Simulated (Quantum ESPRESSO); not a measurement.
# PbSe (Clausthalite) (Fm-3m) in Quantum ESPRESSO: equation of state

How stiff is PbSe (Clausthalite) in PBE, and what volume does it want? The cell is scaled to several volumes.

All numbers are computed with Quantum ESPRESSO 7.5; they aren't measurements. Logs are shortened: lines on timing, memory, paths and dates and some standing lists are left out, and cuts for length are marked.

**1. The structure**

The structure is cubic, space group Fm-3m (No. 225). Conventional cell: a = 6.121 Å, b = 6.121 Å, c = 6.121 Å, α = 90.00°, β = 90.00°, γ = 90.00°. Pb (site symmetry m-3m) has 6 Se at 3.06 Å as nearest neighbours. Se (site symmetry m-3m) is surrounded by 6 Pb at 3.06 Å.

**2. Single point, PBE, 26.95 Å³/atom**

File pw.in:

```
&CONTROL
  calculation = 'scf'
  prefix = 'pwscf'
  outdir = './tmp'
  pseudo_dir = './pseudo'
  tprnfor = .true.
  tstress = .true.
  disk_io = 'nowf'
/
&SYSTEM
  ibrav = 0
  nat = 2
  ntyp = 2
  ecutwfc = 55
  ecutrho = 440
  nbnd = 16
  occupations = 'smearing'
  smearing = 'fd'
  degauss = 0.00367493
/
&ELECTRONS
  conv_thr = 4d-10
  electron_maxstep = 120
  mixing_beta = 0.5
/
ATOMIC_SPECIES
Pb   207.2000 Pb.pbe-dn-kjpaw_psl.0.2.2.UPF
Se    78.9710 Se_pbe_v1.uspp.F.UPF
CELL_PARAMETERS angstrom
   0.0000000000    2.9981702236    2.9981702236
   2.9981702236    0.0000000000    2.9981702236
   2.9981702236    2.9981702236    0.0000000000
ATOMIC_POSITIONS crystal
Pb     0.0000000000    0.0000000000    0.0000000000
Se     0.5000000000    0.5000000000    0.5000000000
K_POINTS automatic
8 8 8 0 0 0
```

Potentials or basis: SSSP 1.3 efficiency PBE.

On the command line:

```bash
> OMP_NUM_THREADS=1 pw.x -in pw.in > pw.out
```

pw.out:

```text
This program is part of the open-source Quantum ESPRESSO suite
     for quantum simulation of materials; please cite
         "P. Giannozzi et al., J. Phys.:Condens. Matter 21 395502 (2009);
         "P. Giannozzi et al., J. Phys.:Condens. Matter 29 465901 (2017);
         "P. Giannozzi et al., J. Chem. Phys. 152 154105 (2020);
     in publications or presentations arising from this work. More details at

     file Pb.pbe-dn-kjpaw_psl.0.2.2.UPF: wavefunction(s)  6S renormalized
     Message from routine setup:
     using ibrav=0 with symmetry is DISCOURAGED, use correct ibrav instead

     Subspace diagonalization in iterative solution of the eigenvalue problem:
     a serial algorithm will be used

     G-vector sticks info
     --------------------
     sticks:   dense  smooth     PW     G-vecs:    dense   smooth      PW
     Sum        1945     967    295                56833    19987    3287

     Using Slab Decomposition

     bravais-lattice index     =            0
     lattice parameter (alat)  =       8.0125  a.u.
     unit-cell volume          =     363.7437 (a.u.)^3
     number of atoms/cell      =            2
     number of atomic types    =            2
     number of electrons       =        20.00
     number of Kohn-Sham states=           16
     kinetic-energy cutoff     =      55.0000  Ry
     charge density cutoff     =     440.0000  Ry
     scf convergence threshold =      4.0E-10
     mixing beta               =       0.5000
     number of iterations used =            8  plain     mixing
     Exchange-correlation= SLA  PW   PBE  PBE
                           (   1   4   3   4   0   0   0)

     celldm(1)=   8.012539  celldm(2)=   0.000000  celldm(3)=   0.000000
     celldm(4)=   0.000000  celldm(5)=   0.000000  celldm(6)=   0.000000

     crystal axes: (cart. coord. in units of alat)
               a(1) = (   0.000000   0.707107   0.707107 )
               a(2) = (   0.707107   0.000000   0.707107 )
               a(3) = (   0.707107   0.707107   0.000000 )

     reciprocal axes: (cart. coord. in units 2 pi/alat)
               b(1) = ( -0.707107  0.707107  0.707107 )
               b(2) = (  0.707107 -0.707107  0.707107 )
               b(3) = (  0.707107  0.707107 -0.707107 )

     PseudoPot. # 1 for Pb read from file:
     Pb.pbe-dn-kjpaw_psl.0.2.2.UPF
     Pseudo is Projector augmented-wave + core cor, Zval = 14.0
     Generated using "atomic" code by A. Dal Corso  v.5.0.99 svn rev. 10869
     Shape of augmentation charge: PSQ
     Using radial grid of 1281 points,  6 beta functions with:
                l(1) =   0
                l(2) =   0
                l(3) =   1
                l(4) =   1
                l(5) =   2
                l(6) =   2
     Q(r) pseudized with 0 coefficients

     PseudoPot. # 2 for Se read from file:
     Se_pbe_v1.uspp.F.UPF
     Pseudo is Ultrasoft + core correction, Zval =  6.0
     Generated by new atomic code, or converted to UPF format
     Using radial grid of  877 points,  6 beta functions with:
                l(1) =   0
                l(2) =   0
                l(3) =   1
                l(4) =   1
                l(5) =   2
                l(6) =   2
     Q(r) pseudized with  8 coefficients,  rinner =    1.300   1.300   1.300
                                                       1.300   1.300

     atomic species   valence    mass     pseudopotential
     Pb               14.00   207.20000     Pb( 1.00)
     Se                6.00    78.97100     Se( 1.00)

     48 Sym. Ops., with inversion, found

   Cartesian axes

     site n.     atom                  positions (alat units)
         1        Pb     tau(   1) = (   0.0000000   0.0000000   0.0000000  )
         2        Se     tau(   2) = (   0.7071068   0.7071068   0.7071068  )

     number of k points=    29  Fermi-Dirac smearing, width (Ry)=  0.0037
                       cart. coord. in units 2pi/alat
        k(    1) = (   0.0000000   0.0000000   0.0000000), wk =   0.0039062
        k(    2) = (   0.0883883   0.0883883  -0.0883883), wk =   0.0312500
        k(    3) = (   0.1767767   0.1767767  -0.1767767), wk =   0.0312500
        k(    4) = (   0.2651650   0.2651650  -0.2651650), wk =   0.0312500
        k(    5) = (  -0.3535534  -0.3535534   0.3535534), wk =   0.0156250
        k(    6) = (   0.1767767   0.0000000   0.0000000), wk =   0.0234375
[... 21 lines left out ...]
        k(   28) = (  -0.7071068   0.1767767   0.0000000), wk =   0.0468750
        k(   29) = (  -0.7071068   0.3535534   0.0000000), wk =   0.0234375

     Dense  grid:    56833 G-vectors     FFT dimensions: (  54,  54,  54)

     Smooth grid:    19987 G-vectors     FFT dimensions: (  40,  40,  40)

     Initial potential from superposition of free atoms

     starting charge      19.9976, renormalised to      20.0000
     Starting wfcs are   13 randomized atomic wfcs +    3 random wfcs
     Checking if some PAW data can be deallocated...

     Self-consistent Calculation

     iteration #  1     ecut=    55.00 Ry     beta= 0.50
     Davidson diagonalization with overlap
     ethr =  1.00E-02,  avg # of iterations =  5.7

     Threshold (ethr) on eigenvalues was too large:
     Diagonalizing with lowered threshold

     Davidson diagonalization with overlap
     ethr =  3.56E-04,  avg # of iterations =  4.4

     total energy              =    -914.21119295 Ry
     estimated scf accuracy    <       0.06846235 Ry

     iteration #  2     ecut=    55.00 Ry     beta= 0.50
     Davidson diagonalization with overlap
     ethr =  3.42E-04,  avg # of iterations =  2.7
[... 71 lines left out ...]
     total energy              =    -914.23281819 Ry
     estimated scf accuracy    <          6.6E-10 Ry

     iteration # 13     ecut=    55.00 Ry     beta= 0.50
     Davidson diagonalization with overlap
     ethr =  3.29E-12,  avg # of iterations =  4.2

     End of self-consistent calculation

          k = 0.0000 0.0000 0.0000 (  2445 PWs)   bands (ev):

    -7.7912  -7.7912  -7.7912  -7.7898  -7.7898  -4.9771   2.9628   7.0108
     7.0108   7.0108  14.0175  14.0175  14.0175  15.5542  15.5542  15.5542

          k = 0.0884 0.0884-0.0884 (  2526 PWs)   bands (ev):

    -7.7949  -7.7949  -7.7907  -7.7849  -7.7849  -4.8452   2.4697   7.0554
     7.0554   7.3669  12.8659  13.2543  13.2543  15.4043  15.9260  15.9260
[... 128 lines left out ...]
    -7.9450  -7.8038  -7.7766  -7.7467  -7.7341  -3.2678   1.2316   3.8659
     5.1766   6.6603  13.1005  13.1075  15.1012  15.5190  19.4226  21.0548

          k =-0.7071 0.3536 0.0000 (  2488 PWs)   bands (ev):

    -7.9183  -7.7915  -7.7760  -7.7760  -7.7341  -3.2535   0.8961   4.4574
     4.4574   8.2636  11.0029  14.1567  14.1567  17.0449  17.0449  21.3100

     the Fermi energy is     9.2688 ev

!    total energy              =    -914.23281819 Ry
     estimated scf accuracy    <          1.6E-10 Ry
     smearing contrib. (-TS)   =      -0.00007243 Ry
     internal energy E=F+TS    =    -914.23274576 Ry

     The total energy is F=E-TS. E is the sum of the following terms:
     one-electron contribution =     -33.42518218 Ry
     hartree contribution      =      31.79430702 Ry
     xc contribution           =     -74.13074359 Ry
     ewald contribution        =    -110.02688046 Ry
     one-center paw contrib.   =    -728.44424654 Ry

     convergence has been achieved in  13 iterations

     Forces acting on atoms (cartesian axes, Ry/au):

     atom    1 type  1   force =    -0.00000000    0.00000000    0.00000000
     atom    2 type  2   force =     0.00000000    0.00000000   -0.00000000

     Total force =     0.000000     Total SCF correction =     0.000000

     Computing stress (Cartesian axis) and pressure

          total   stress  (Ry/bohr**3)                   (kbar)     P=       63.38
   0.00043085  -0.00000000   0.00000000           63.38       -0.00        0.00
  -0.00000000   0.00043085  -0.00000000           -0.00       63.38       -0.00
   0.00000000  -0.00000000   0.00043085            0.00       -0.00       63.38

=------------------------------------------------------------------------------=
   JOB DONE.
=------------------------------------------------------------------------------=
```

It took 30 s on 1 thread of AMD EPYC 9R45 (Zen 5), shared host; peak memory 0.27 GiB.

What came out:

```
Free energy            : -12438.7712 eV
Pressure               : 6.3 GPa
Band gap on the k mesh : 0.07 eV, direct
```

Caveat: spin-orbit coupling is left out, which as a rule narrows the gap of such compounds by several tenths of an eV.

**3. Single point, PBE, 27.52 Å³/atom**

pw.in, as its differences from that of step 2:

```diff
@@ -29,5 +29,5 @@
 CELL_PARAMETERS angstrom
-   0.0000000000    2.9981702236    2.9981702236
-   2.9981702236    0.0000000000    2.9981702236
-   2.9981702236    2.9981702236    0.0000000000
+   0.0000000000    3.0192847941    3.0192847941
+   3.0192847941    0.0000000000    3.0192847941
+   3.0192847941    3.0192847941    0.0000000000
 ATOMIC_POSITIONS crystal
```

Potentials or basis: SSSP 1.3 efficiency PBE.

On the command line:

```bash
> OMP_NUM_THREADS=1 pw.x -in pw.in > pw.out
```

It took 23 s on 1 thread of AMD EPYC 9R45 (Zen 5), shared host; peak memory 0.28 GiB.

It converged, with:

```
Free energy            : -12438.8119 eV
Pressure               : 4.9 GPa
Band gap on the k mesh : 0.15 eV, direct
```

Caveat: spin-orbit coupling is left out, which as a rule narrows the gap of such compounds by several tenths of an eV.

**4. Single point, PBE, 28.10 Å³/atom**

pw.in, as its differences from that of step 3:

```diff
@@ -29,5 +29,5 @@
 CELL_PARAMETERS angstrom
-   0.0000000000    3.0192847941    3.0192847941
-   3.0192847941    0.0000000000    3.0192847941
-   3.0192847941    3.0192847941    0.0000000000
+   0.0000000000    3.0401081059    3.0401081059
+   3.0401081059    0.0000000000    3.0401081059
+   3.0401081059    3.0401081059    0.0000000000
 ATOMIC_POSITIONS crystal
```

On the command line:

```bash
> OMP_NUM_THREADS=1 pw.x -in pw.in > pw.out
```

Wall time 25 s (1 thread of AMD EPYC 9R45 (Zen 5), shared host); peak memory 0.29 GiB.

The run converged. Its results:

- Free energy: -12438.8427 eV
- Pressure: 3.6 GPa
- Band gap on the k mesh: 0.23 eV, direct

Caveat: spin-orbit coupling is left out, which as a rule narrows the gap of such compounds by several tenths of an eV.

[end of part 1 of 2]
